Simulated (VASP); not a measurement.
A run of VASP 6.6.1:

The input INCAR:

```
PREC = Accurate
ENCUT = 300
EDIFF = 1E-6
ISMEAR = 1
SIGMA = 0.1
LREAL = False
LASPH = True
NELM = 80
ALGO = Normal
ISIF = 3
LWAVE = False
LCHARG = False
GGA = PE
IBRION = 2
NSW = 90
EDIFFG = -0.01
```

File KPOINTS:

```
Automatic mesh
0
Gamma
  6 6 6
```

The input POSCAR:

```
As
1.0
    1.8807968987      1.0858785957      3.5140619945
   -1.8807968987      1.0858785957      3.5140619945
    0.0000000000     -2.1717571915      3.5140619945
As
2
Direct
    0.7740000000      0.7740000000      0.7740000000
    0.2260000000      0.2260000000      0.2260000000
```

Potentials or basis: VASP PAW PBE potentials, release 64 (As).

Run with:

```console
$ cat potpaw_PBE.64/As/POTCAR > POTCAR
$ mpirun -np 1 vasp_std > vasp.out
```

Hardware: 1 thread of Intel(R) Xeon(R) Platinum 8259CL CPU @ 2.50GHz (Skylake/Cascade Lake) (shared host).

Task: How long does it take, and how much memory?

Result: Run time: 24 s on 1 thread of Intel(R) Xeon(R) Platinum 8259CL CPU @ 2.50GHz (Skylake/Cascade Lake), with other jobs on the host, peak memory 0.13 GiB. Counts: scf iterations 39, k points 32, ion steps 7.
